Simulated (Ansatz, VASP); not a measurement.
**Os in VASP and in Ansatz**

```
CELL_PARAMETERS angstrom
2.68863 0.00000 0.00000
0.00000 3.80230 0.00000
0.00000 0.00000 18.03295
ATOMIC_POSITIONS crystal
Os 0.50000 0.50000 0.38818
Os 0.00000 0.00000 0.46273
Os 0.50000 0.50000 0.53751
Os 0.00000 0.00000 0.60163
```

Alike in both runs: functional LDA; k mesh 11 × 8 × 1; occupations gaussian, width 0.1 eV; no spin polarisation.

Ansatz relaxed the structure, and its values are those at the end. VASP's run is a single point on that final structure, the one shown.

```csv
,VASP,Ansatz
version,VASP 6.6.1,Ansatz 0.2.0
potentials or method,"VASP PAW LDA potentials, release 64 (Os)","scalar-relativistic, plane waves, PAW"
plane-wave cutoff (eV),520,420
valence electrons in the cell,32,64
```

|  | VASP | Ansatz | Ansatz less VASP |
| --- | --- | --- | --- |
| gap on the k mesh at the Fermi level (eV) | none | none | - |
| rms of the force components (eV/Å) | 0.891 | 0.900 | +0.0088 |
| work function, face that differs most (eV) | 5.00 | 5.16 | +0.155 |

A gap of «none» marks a metal or a gap that the smearing closes. The two sets of potentials don't hold the same shells in valence.

Spin-orbit coupling is left out, which matters for the levels of Os.
